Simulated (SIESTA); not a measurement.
**PbO (Litharge) in SIESTA: the effect of functional**

PbO (Litharge):

```xyz
4
Lattice="3.9900 0.0000 0.0000 0.0000 3.9900 0.0000 0.0000 0.0000 5.0100" Properties=species:S:1:pos:R:3 pbc="T T T"
Pb    1.9950    0.0000    3.8076
Pb    0.0000    1.9950    1.2024
O     1.9950    1.9950    0.0000
O     0.0000    0.0000    0.0000
```

Alike in all runs:

* Program: SIESTA 5.4.2
* Task: band structure
* Basis: DZP (energy shift 0.003 Ry; two zetas on semicore shells)
* Grid cutoff: 800 Ry
* Energy shift: 0.003 Ry
* k mesh: 7 × 7 × 6
* Occupations: fermi-dirac, width 0.05 eV
* Spin: no spin polarisation

```csv
functional,potentials or basis,gap on the mesh (eV),pressure (GPa),largest force (eV/Å)
AM05,PseudoDojo 0.4 standard (PBEsol files),1.38,2.6,0.09
BLYP,PseudoDojo 0.4 standard (PBE files),?,?,?
vdW-DF-cx,PseudoDojo 0.4 standard (PBE files),1.38,2.7,0.33
```

**Question.** What does the run with functional BLYP give?

**Answer.** gap on the mesh 1.48 eV; pressure 9.6 GPa; largest force 0.73 eV/Å.

Caveats: the potentials were made for another functional, which shifts forces and pressure; spin-orbit coupling is left out, which as a rule narrows the gap of such compounds by several tenths of an eV; the mesh misses the band edges, which the band path finds closer together; the basis of atomic orbitals isn't converged, which shifts pressures, moduli and gaps.
